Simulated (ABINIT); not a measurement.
Set up this calculation in ABINIT 10.8.3 (patched build), as an ASE script.

```yaml
Task: single point
Functional: PBE
Potentials_or_basis: JTH PAW PBE v2.0
Cutoff: 707 eV
k_mesh: 11 × 14 × 14
Occupations: fermi-dirac, width 0.05 eV
Spin: no spin polarisation
Fine-grid_cutoff: 1306.15 eV
```

BN:

```
B N
1.0
    -0.16678    1.82454    2.17833
     1.74589    0.13820    1.87336
     1.77924    1.55291    0.10485
B N
1 1
Direct
  0.00435 0.99684 0.99671
  0.74565 0.75316 0.75329
```

The cell comes from a database or a generator and needn't be the stable form of this composition.

One way to write it, as run:

run.py

```python
import json, os
import numpy as np
from ase.units import GPa
from ase.calculators.abinit import Abinit, AbinitProfile
from ase import Atoms

atoms = Atoms(['B', 'N'],
              cell=[[-0.16677733, 1.82453553, 2.17833454], [1.74589359, 0.13819903, 1.87335818], [1.7792443, 1.55290988, 0.10484832]],
              scaled_positions=[[0.00435072, 0.99683766, 0.99671018], [0.74564928, 0.75316234, 0.75328982]],
              pbc=True)

profile = AbinitProfile(command='abinit', pp_paths=[os.path.abspath('pseudos')])
params = dict(
    pps='pawxml', xc='PBE',
    chksymtnons=0,
    tolsym=1e-06,
    ecut=707.496,
    pawecutdg=1306.1465,
    pawxcdev=0,
    pawovlp=30,
    kptopt=1,
    ngkpt=[11, 14, 14],
    nshiftk=1,
    shiftk=[0.0, 0.0, 0.0],
    ixc=11,
    nband=8,
    occopt=3,
    tsmear=0.05,
    nstep=100,
    tolvrs=1e-09,
    prtwf=0,
    prtden=0,
)

atoms.calc = Abinit(profile=profile, directory='run', **params)
energy = atoms.get_potential_energy()
forces = atoms.get_forces()
stress = atoms.get_stress()
print(f'energy {energy:.6f} eV')
print('forces (eV/A)')
print(np.round(forces, 5))
print('stress (GPa, Voigt, tension positive)', np.round(stress / GPa, 4))
json.dump(dict(energy=energy, forces=forces.tolist(), stress=stress.tolist(), cell=atoms.cell.tolist(), frac=atoms.get_scaled_positions(wrap=False).tolist()), open('results.json', 'w'))
```

Potentials or basis: JTH PAW PBE v2.0.

Run with:

```console
$ python run.py
```

It gave:

* Pressure: 29.3 GPa
* Largest force: 1.494 eV/Å
* Band gap on the k mesh: 1.24 eV, indirect (least direct gap 2.16 eV)

Caveat: a pressure of tens of GPa on the cell as given is suspect, and the run, the potentials or the cell itself is likely at fault; an odd mesh through Γ misses points on the zone boundary, where band edges often lie; forces of over 1 eV/Å show positions far from the minimum, so gaps and moduli don't describe the material at rest; the atomic spheres overlap.

It took 2.3 min on 1 thread of Arm Neoverse V1 (shared host), peak memory 0.21 GiB.
